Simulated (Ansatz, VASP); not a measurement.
# Two plane-wave programs on Si

File INCAR:

```
SYSTEM = Si
PREC = Accurate ; ENCUT = 520
EDIFF = 1E-7 ; ISMEAR = 0
SIGMA = 0.027000000000000003 ; LREAL = .False.
LASPH = .True. ; NELM = 100
ALGO = Fast ; ISIF = 2
LWAVE = .False. ; LCHARG = .False.
GGA = PE ; NBANDS = 11
```

The input KPOINTS:

```
Automatic mesh
0
Gamma
  8 8 8
  0 0 0
```

The input POSCAR:

```
Si
1.0
    0.0000000000      2.7218511865      2.7218511865
    2.7218511865      0.0000000000      2.7218511865
    2.7218511865      2.7218511865      0.0000000000
Si
2
Direct
    0.5000000000      0.5000000000      0.5000000000
    0.7500000000      0.7500000000      0.7500000000
```

input.yaml

```yaml
crystal:
  lattice:
    - [0.0, 2.7218511865, 2.7218511865]
    - [2.7218511865, 0.0, 2.7218511865]
    - [2.7218511865, 2.7218511865, 0.0]
  atoms:
    - { symbol: Si, position: [0.5, 0.5, 0.5] }
    - { symbol: Si, position: [0.75, 0.75, 0.75] }
hamiltonian:
  xc: pbe
  pseudopotentials: { kind: paw }
kpoints:
  mp_grid: { grid: [8, 8, 8] }
scf:
  occupations: { method: gaussian, width: 0.027 }
output:
  forces: true
  stress: true
  eigenvalues: true
```

Alike in both runs: task single point; functional PBE; k mesh 8 × 8 × 8; occupations gaussian, width 0.027 eV; no spin polarisation.

```csv
,VASP,Ansatz
version,VASP 6.6.1,Ansatz 0.2.0
potentials or method,"VASP PAW PBE potentials, release 64 (Si)",Ansatz PAW
plane-wave cutoff (eV),520,420
valence electrons in the cell,8,8
```

|  | VASP | Ansatz | Ansatz less VASP |
| --- | --- | --- | --- |
| gap on the k mesh at the Fermi level (eV) | 0.63 | 0.63 | -0.003 |
| least direct gap on the mesh (eV) | 2.56 | 2.56 | -0.005 |
| pressure (GPa) | 1.3 | 1.3 | +0.07 |

A k mesh can miss the band edges. A hybrid or GW would open this gap; PBE tends to underestimate it.
